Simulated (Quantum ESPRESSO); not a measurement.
The system is PbO (Litharge).

```xyz
4
Lattice="3.9900 0.0000 0.0000 0.0000 3.9900 0.0000 0.0000 0.0000 5.0100" Properties=species:S:1:pos:R:3 pbc="T T T"
Pb    1.9950    0.0000    3.8076
Pb    0.0000    1.9950    1.2024
O     1.9950    1.9950    0.0000
O     0.0000    0.0000    0.0000
```

| Quantity | Value |
| --- | --- |
| Program | Quantum ESPRESSO 7.5 |
| Task | single point |
| Functional | PBEsol |
| Potentials or basis | GBRV 1.5 PBEsol |
| Cutoff | 612 eV |
| Density cutoff | 4898 eV |
| k mesh | 7 × 7 × 6 |
| Occupations | fermi-dirac, width 0.05 eV |
| Spin | no spin polarisation |

On this cell: pressure -1.2 GPa; largest force 0.364 eV/Å; band gap on the k mesh 1.38 eV, indirect (least direct gap 2.31 eV).

The same run follows on a disturbed copy (atoms moved at random, drawn with an rms of 0.05 Å):

```
CELL_PARAMETERS angstrom
3.99000 0.00000 0.00000
0.00000 3.99000 0.00000
0.00000 0.00000 5.01000
ATOMIC_POSITIONS crystal
Pb 0.50251 0.00029 0.76407
Pb 0.98947 0.50782 0.24743
O 0.49476 0.50656 0.99778
O 0.99373 0.01242 0.00824
```

Problem. What does the disturbed cell give?

Solution. The energy moves by +5.0 meV/atom; pressure -1.6 GPa; largest force 0.599 eV/Å; band gap on the k mesh 1.33 eV, indirect (least direct gap 2.26 eV).

Forces on the atoms (eV/Å):
```
Pb  -0.150  0.139  0.373
Pb   0.105  0.012 -0.590
O   -0.035  0.001  0.271
O    0.081 -0.153 -0.055
```

Stress tensor (GPa, compression positive):
```
-2.02 -0.01  0.51
-0.01 -0.71 -0.21
 0.51 -0.21 -1.97
```

Caveats: spin-orbit coupling is left out, which as a rule narrows the gap of such compounds by several tenths of an eV; an odd mesh through Γ misses points on the zone boundary, where band edges often lie.
